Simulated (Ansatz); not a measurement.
This La structure is the end of a relaxation. The cell was reached from a generator's guess, though it ends in a space group that the Crystallography Open Database lists for this formula.

Theory: DFT PBE, scalar-relativistic, plane waves, PAW in Ansatz. Cutoff 420 eV, Γ-centred mesh, Gaussian smearing, no spin polarisation.

```
La
1.0
     0.00000    2.63981    2.63981
     2.63981    0.00000    2.63981
     2.63981    2.63981    0.00000
La
1
Direct
  0.00000 0.00000 0.00000
```

Energies count from the standard state of La at the same level.

**Question.** Find its symmetry and describe it.

**Answer.** Fm-3m (No. 225), the fcc type. Conventional cell: a = 5.280 Å. La is surrounded by 12 La at 3.73 Å.

**Question.** How far does it lie from the standard state of La?

**Answer.** +0.01 eV/atom. It is level with the standard state within the noise.

**Question.** Is it a metal?

**Answer.** Yes, bands cross the Fermi level on the 18×18×18 mesh.

The last run used an 18×18×18 mesh for its 1-atom cell and Gaussian smearing of 0.10 eV. The k mesh leaves some 4 meV/atom of noise in the energy of each metallic cell. Symmetry constrained the relaxation, so the result can be a saddle point.
